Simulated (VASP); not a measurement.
# PbSe (Clausthalite) (Fm-3m) in VASP: a series of runs, part 2 of 2

VASP 6.6.1.

### 4 Single point, PBEsol

This run uses another cell than the first one, of 29.82 Å³/atom, 1.040 times its volume.

INCAR

```
SYSTEM = PbSe
PREC     = Accurate       ! precision mode
ENCUT    = 520            ! plane-wave cutoff, eV
EDIFF    = 1E-6           ! SCF threshold, eV
ISMEAR   = -1             ! smearing method
SIGMA    = 0.05           ! smearing width, eV
LREAL    = .False.        ! projectors in reciprocal space
LASPH    = .True.         ! aspherical terms in the spheres
NELM     = 80             ! most SCF steps
ALGO     = Normal         ! electronic algorithm
ISIF     = 2              ! what is computed and relaxed
LWAVE    = .False.        ! write WAVECAR
LCHARG   = .True.         ! write CHGCAR
GGA      = PS             ! functional
LELF     = .True.         ! ELF
LVHAR    = .True.       
NBANDS   = 17             ! bands
```

KPOINTS

```
regular mesh
0
Gamma
  8 8 8
  0 0 0
```

POSCAR

```
PbSe
1.0
    0.0000000000      3.1009263293      3.1009263293
    3.1009263293      0.0000000000      3.1009263293
    3.1009263293      3.1009263293      0.0000000000
Pb Se
1 1
Direct
    0.0000000000      0.0000000000      0.0000000000
    0.5000000000      0.5000000000      0.5000000000
```

Potentials or basis: VASP PAW PBE potentials, release 64 (Pb_d, Se).

On the command line:

```
cat potpaw_PBE.64/Pb_d/POTCAR potpaw_PBE.64/Se/POTCAR > POTCAR
mpirun -np 1 vasp_std > vasp.out
```

OUTCAR:

```text
SYSTEM = PbSe
   PREC = Accurate
   ENCUT = 520
   EDIFF = 1E-6
   ISMEAR = -1
   LREAL = .False.
   LASPH = .True.
   NELM = 80
   ISIF = 2
   GGA = PS

 ion  position               nearest neighbor table
   1  0.000  0.000  0.000-   2 3.10   2 3.10   2 3.10   2 3.10   2 3.10   2 3.10
   2  0.500  0.500  0.500-   1 3.10   1 3.10   1 3.10   1 3.10   1 3.10   1 3.10

  LATTYP: Found a face centered cubic cell.
 ALAT       =     6.2018526586

  Lattice vectors:

 A1 = (   0.0000000000,   3.1009263293,   3.1009263293)
 A2 = (   3.1009263293,   0.0000000000,   3.1009263293)
 A3 = (   3.1009263293,   3.1009263293,   0.0000000000)

Analysis of symmetry for initial positions (statically):
=====================================================================
 Subroutine PRICEL returns:
 Original cell was already a primitive cell.

 Routine SETGRP: Setting up the symmetry group for a
 face centered cubic supercell.

 Subroutine GETGRP returns: Found 48 space group operations
 (whereof 48 operations were pure point group operations)
 out of a pool of 48 trial point group operations.

The static configuration has the point symmetry O_h .

Analysis of symmetry for dynamics (positions and initial velocities):
=====================================================================
 Subroutine PRICEL returns:
 Original cell was already a primitive cell.

 Routine SETGRP: Setting up the symmetry group for a
 face centered cubic supercell.

 Subroutine GETGRP returns: Found 48 space group operations
 (whereof 48 operations were pure point group operations)
 out of a pool of 48 trial point group operations.

The dynamic configuration has the point symmetry O_h .

 Subroutine INISYM returns: Found 48 space group operations
 (whereof 48 operations are pure point group operations),
 and found     1 'primitive' translations

----------------------------------------------------------------------------------------

                                     Primitive cell

  volume of cell :      59.6354

  direct lattice vectors                    reciprocal lattice vectors
     0.000000000  3.100926329  3.100926329    -0.161242141  0.161242141  0.161242141
     3.100926329  0.000000000  3.100926329     0.161242141 -0.161242141  0.161242141
     3.100926329  3.100926329  0.000000000     0.161242141  0.161242141 -0.161242141

  length of vectors
     4.385372071  4.385372071  4.385372071     0.279279580  0.279279580  0.279279580

  position of ions in fractional coordinates (direct lattice)
     0.000000000  0.000000000  0.000000000
     0.500000000  0.500000000  0.500000000

  ion indices of the primitive-cell ions
   primitive index   ion index
                 1           1
                 2           2

----------------------------------------------------------------------------------------

 KPOINTS: regular mesh

Automatic generation of k-mesh.
 Grid dimensions read from file:
 generate k-points for:    8    8    8

 Generating k-lattice:

  Cartesian coordinates                     Fractional coordinates (reciprocal lattice)
    -0.020155268  0.020155268  0.020155268     0.125000000  0.000000000  0.000000000
     0.020155268 -0.020155268  0.020155268     0.000000000  0.125000000  0.000000000
     0.020155268  0.020155268 -0.020155268     0.000000000  0.000000000  0.125000000

  Length of vectors
     0.034909948  0.034909948  0.034909948

  Shift w.r.t. Gamma in fractional coordinates (k-lattice)
     0.000000000  0.000000000  0.000000000

 Subroutine IBZKPT returns following result:
 ===========================================

 Found     29 irreducible k-points:

 Following reciprocal coordinates:
            Coordinates               Weight
  0.000000  0.000000  0.000000      1.000000
  0.125000  0.000000  0.000000      8.000000
  0.250000  0.000000  0.000000      8.000000
  0.375000  0.000000  0.000000      8.000000
  0.500000  0.000000  0.000000      4.000000
  0.125000  0.125000  0.000000      6.000000
[... 16 lines left out ...]
  0.500000  0.250000  0.125000     48.000000
 -0.375000  0.250000  0.125000     24.000000
 [... further k-points ...]
   k-points           NKPTS =     29   k-points in BZ     NKDIM =     29   number of bands    NBANDS=     17
   number of dos      NEDOS =    301   number of ions     NIONS =      2
   total plane-waves  NPLWV =  46656
   dimension x,y,z NGX =    36 NGY =   36 NGZ =   36
   dimension x,y,z NGXF=    72 NGYF=   72 NGZF=   72
   ions per type =               1   1
   NGX,Y,Z   is equivalent  to a cutoff of  13.65, 13.65, 13.65 a.u.
   NGXF,Y,Z  is equivalent  to a cutoff of  27.29, 27.29, 27.29 a.u.
 SYSTEM =  PbSe
   PREC   = accura    normal or accurate (medium, high low for compatibility)
   ISTART =      0    job   : 0-new  1-cont  2-samecut
   ICHARG =      2    charge: 1-file 2-atom 10-const
   ISPIN  =      1    spin polarized calculation?
   LNONCOLLINEAR =      F non collinear calculations
   LSORBIT =      F    spin-orbit coupling
   LASPH  =      T    aspherical Exc in radial PAW
   ENCUT  =  520.0 eV  38.22 Ry    6.18 a.u.   8.15  8.15  8.15*2*pi/ulx,y,z
   NELM   =     80;   NELMIN=  2; NELMDL= -5     # of ELM steps
   EDIFF  = 0.1E-05   stopping-criterion for ELM
   LREAL  =      F    real-space projection
   EDIFFG = 0.1E-04   stopping-criterion for IOM
   NSW    =      0    number of steps for IOM
   IBRION =     -1    ionic relax: 0-MD 1-quasi-New 2-CG
   NFREE  =      0    steps in history (QN), initial steepest desc. (CG)
   ISIF   =      2    stress and relaxation
   ISYM   =      2    0-nonsym 1-usesym 2-fastsym
   POTIM  = 0.5000    time-step for ionic-motion
   TEBEG  =    0.0;   TEEND  =   0.0 temperature during run
   PSTRESS=    0.0 pullay stress
   NELECT =      20.0000    total number of electrons
   NUPDOWN=      -1.0000    fix difference up-down
   EMIN   =  10.00;   EMAX   =-10.00  energy-range for DOS
   EFERMI =   0.00;   METHOD = LEGACY
   ISMEAR =    -1;   SIGMA  =   0.05  broadening in eV -4-tet -1-fermi 0-gaus
   EFERMI_NEDOS =   21; number of points for ismear=-14 and -15
   IALGO  =     38    algorithm
   IMIX   =      4    mixing-type and parameters
     AMIX     =   0.40;   BMIX     =  1.00
     AMIX_MAG =   1.60;   BMIX_MAG =  1.00
  volume/ion in A,a.u.               =      29.82       201.22
  Fermi-wavevector in a.u.,A,eV,Ry     =   1.137409  2.149392 17.601851  1.293700
  Thomas-Fermi vector in A             =   2.274114
   LORBIT       =      0    0 simple, 1 ext, 2 COOP (PROOUT), +10 PAW based schemes
   GGA     = PS    functional components
   LHFCALC =     F    Hartree Fock is set to
   AEXX    =    0.0000 exact exchange contribution
   IVDW    =     0    specifies the selected vdW correction
   LEPSILON=     F    determine dielectric tensor
   LRPA    =     F    only Hartree local field effects (RPA)
 non-spin polarized calculation
  energy-cutoff  :      520.00
  volume of cell :       59.64
 maximum number of plane-waves:      1639
 NGX is ok and might be reduce to    36
   NGX = 17   NGY = 17   NGZ = 17

 number of electron      20.0000002 magnetization

 Free energy of the ion-electron system (eV)
  ---------------------------------------------------
  ext. energy  EPLUGINS =         0.00000000
  ---------------------------------------------------
  free energy    TOTEN  =        -8.89694281 eV

  energy without entropy =       -8.89669780  energy(sigma->0) =       -8.89682031

 E-fermi :   4.5684     XC(G=0):  -9.5407

 val. band max:        4.4044453668   @ k =   0.5000   0.0000   0.0000
 cond. band min:       4.7322546019   @ k =   0.5000   0.0000   0.0000
 fundamental gap:      0.3278092352
 Fermi energy:         4.5684294389

 k-point     1 :       0.0000    0.0000    0.0000
  band No.  band energies     occupation
      1     -12.2502      2.00000
      2     -12.2502      2.00000
      3     -12.2502      2.00000
      4     -12.2466      2.00000
      5     -12.2466      2.00000
      6      -8.8469      2.00000
[... 9 lines left out ...]
     16      10.9654      0.00000
     17      12.4462      0.00000
[... 441 lines left out ...]
 k-point    24 :      -0.3750    0.2500    0.1250
  band No.  band energies     occupation
      1     -12.2938      2.00000
      2     -12.2568      2.00000
      3     -12.2403      2.00000
      4     -12.2318      2.00000
      5     -12.2188      2.00000
      6      -7.6925      2.00000
[... 9 lines left out ...]
     16      15.2102      0.00000
     17      15.2176      0.00000

 [... further k-points ...]

------------------------ aborting loop because EDIFF is reached ----------------------------------------

  FORCE on cell =-STRESS in cart. coord.  units (eV):
  Direction    XX          YY          ZZ          XY          YZ          ZX
  --------------------------------------------------------------------------------------
  -------------------------------------------------------------------------------------
  Total       -0.8777773     -0.8777773     -0.8777773      0.0000000      0.0000000     -0.0000000
  in kB      -23.5825393    -23.5825393    -23.5825393      0.0000000      0.0000000     -0.0000000
  external PRESSURE =     -23.5825393 kB  Pullay stress =       0.0000000 kB

 VOLUME and BASIS-vectors are now :
 -----------------------------------------------------------------------------
  energy-cutoff  :      520.00
  volume of cell :       59.64
      direct lattice vectors                 reciprocal lattice vectors
     0.000000000  3.100926329  3.100926329    -0.161242141  0.161242141  0.161242141
     3.100926329  0.000000000  3.100926329     0.161242141 -0.161242141  0.161242141
     3.100926329  3.100926329  0.000000000     0.161242141  0.161242141 -0.161242141

 POSITION                                       TOTAL-FORCE (eV/Angst)
 -----------------------------------------------------------------------------------
      0.00000      0.00000      0.00000         0.000000     -0.000000      0.000000
      3.10093      3.10093      3.10093        -0.000000      0.000000     -0.000000
 -----------------------------------------------------------------------------------
    total drift:                                0.000000      0.000000      0.000000

  FREE ENERGIE OF THE ION-ELECTRON SYSTEM (eV)
  ---------------------------------------------------
  free  energy   TOTEN  =        -8.8969428137 eV

  energy  without entropy=       -8.8966978037  energy(sigma->0) =       -8.89682031
```

It took 28 s on 1 thread of Intel Xeon Platinum 8259CL at 2.50GHz (Skylake/Cascade Lake), shared host; peak memory 0.21 GiB.

What came out:

```
Free energy            : -8.8969 eV
Pressure               : -2.4 GPa
Band gap on the k mesh : 0.33 eV, direct
```

Caveat: the PAW data sets were made with another functional, which shifts forces and pressure a little; spin-orbit coupling is left out, which moves the levels of the heavy elements.

### 5 Summary

```tsv
cell	gap on the mesh (eV)	pressure (GPa)
a = 4.328 Å, angles 60.0°, 2 atoms	0.20	-0.5
a = 4.357 Å, angles 60.0°, 2 atoms	0.27	-1.5
a = 4.385 Å, angles 60.0°, 2 atoms	0.33	-2.4
```

Alike in all rows: task single point; level PBEsol; potentials or basis VASP PAW PBE potentials, release 64 (Pb_d, Se); no spin polarisation; k mesh 8 × 8 × 8; cutoff (eV) 520; smearing fermi-dirac 0.05 eV.

Caveats: the PAW data sets were made with another functional, which shifts forces and pressure a little; spin-orbit coupling is left out, which moves the levels of the heavy elements.

Total energies depend on the potentials used, so only differences within one code and one set of settings carry meaning.

### 6 Against experiment

Step 2. A measured gap of PbSe is 0.28 eV (direct; 300 K; a printed reference work, monograph); the calculated 0.20 eV misses it by -0.08 eV. 2 values of this kind are on record (0.15 to 0.28 eV); this one was drawn at random. Spin-orbit coupling on Pb, Se is left out. The value is that of PBEsol on a finite k mesh, which can miss the band edges, without temperature or zero-point motion. Semilocal functionals fall short of measured gaps as a rule.

Step 3. A measured gap of PbSe is 0.15 eV (direct; 4.2 K; a printed reference work, monograph); the calculated 0.27 eV misses it by +0.12 eV. 2 values of this kind are on record (0.15 to 0.28 eV); this one was drawn at random. Spin-orbit coupling on Pb, Se is left out. The value is that of PBEsol on a finite k mesh, which can miss the band edges, without temperature or zero-point motion.

Step 4. A measured gap of PbSe is 0.28 eV (direct; 300 K; a printed reference work, monograph); the calculated 0.33 eV misses it by +0.05 eV. 2 values of this kind are on record (0.15 to 0.28 eV); this one was drawn at random. Spin-orbit coupling on Pb, Se is left out. The value is that of PBEsol on a finite k mesh, which can miss the band edges, without temperature or zero-point motion.
